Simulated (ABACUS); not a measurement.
## KTaO3: equation of state with r2SCAN

The system is KTaO3.

```
CELL_PARAMETERS angstrom
3.98830 0.00000 0.00000
0.00000 3.98830 0.00000
0.00000 0.00000 3.98830
ATOMIC_POSITIONS crystal
Ta 0.00000 0.00000 0.00000
K 0.50000 0.50000 0.50000
O 0.00000 0.00000 0.50000
O 0.00000 0.50000 0.00000
O 0.50000 0.00000 0.00000
```

```json
{
 "Program": "ABACUS 3.10.1",
 "Task": "equation of state",
 "Functional": "r2SCAN",
 "Potentials or basis": "SG15 ONCV 1.2 PBE",
 "Cutoff": "1320 eV",
 "Density cutoff": "5279 eV",
 "Basis": "plane waves",
 "k mesh": "4 × 4 × 4",
 "Occupations": "fermi-dirac, width 0.05 eV",
 "Spin": "no spin polarisation"
}
```

| Item | Value |
| --- | --- |
| Equilibrium volume | 12.46 Å³/atom (rough: see the caveat) |
| Bulk modulus | 213 GPa (rough) |

Energy against volume, from the lowest point:
| volume (Å³/atom) | energy (meV/atom) |
| --- | --- |
| 11.927 | 17.30 |
| 12.434 | 0.00 |
| 12.942 | 10.96 |
| 13.449 | 41.84 |

All runs of the series together: 110 s on 4 threads of Intel(R) Xeon(R) 6975P-C (Granite Rapids), with other jobs on the host.

Caveat: the k mesh is coarse (spacing up to 0.39 Å⁻¹), so the values aren't converged; the fit is doubtful: noisy points or a state that changes with volume; the potentials were made for another functional, which shifts forces and pressure. The run has no spin-orbit coupling, so splittings on Ta are missing.
